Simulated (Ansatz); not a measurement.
# InN: biaxial strain +3.68 %, plane normal [001], relaxed out of plane

Take InN in the wurtzite structure (space group P6_3mc, No. 186; a = 3.581 Å, c = 5.788 Å) as the base. Axes: x lies along a and z along c of the hexagonal cell.

It is then changed as follows: biaxial strain +3.68 %, plane normal [001], relaxed out of plane (Cartesian); in-plane vectors clamped, the third vector and the atoms free.

Level of theory: Kohn–Sham DFT with the PBE functional, run in Ansatz (a program for electronic structure) with PAW and 420 eV plane waves, no spin-orbit coupling, earlier PAW set. Γ-centred 11×11×6 mesh, Fermi–Dirac width 0.05 eV.

| quantity | base | changed | shift |
|---|---|---|---|
| volume per atom | 16.07 Å³ | 16.79 Å³ | +0.72 Å³ |
| space group | P6_3mc (No. 186) | P6_3mc (No. 186) | – |
| shortest interatomic distance | 2.183 Å | 2.204 Å | +0.021 Å |
| pressure (mean of the normal stresses, compression positive) | 0.0 GPa | -5.1 GPa | -5.1 GPa |
| band gap | zero | zero | – |
| out-of-plane strain (rough) | – | -2.79 % | – |
| mean in-plane stress (compression positive) (rough) | – | -7.6 GPa | – |

Final structure (turned so that z lies along the plane normal):

```xyz
4
Lattice="3.7126 0.0000 0.0000 1.8563 3.2152 0.0000 0.0000 0.0000 5.6268" Properties=species:S:1:pos:R:3 pbc="T T T"
In     3.7126     2.1435     2.8612
In     1.8563     1.0717     0.0478
N      3.7126     2.1435     0.6567
N      1.8563     1.0717     3.4701
```

Cost of the whole job for the changed cell (relaxation, final SCF and bands): very roughly 60 core-seconds.

Without a gap, meshes like the base's 11×11×6 leave anisotropic stresses uncertain by several tenths of a GPa, and small strain energies with them. Whether these cells are dynamically stable was not tested. The final runs are not spin-polarised. Gaps under 0.05 eV, about the width of the smearing, are given as zero. A zero or small gap of InN can be the functional's error rather than a property of the material.
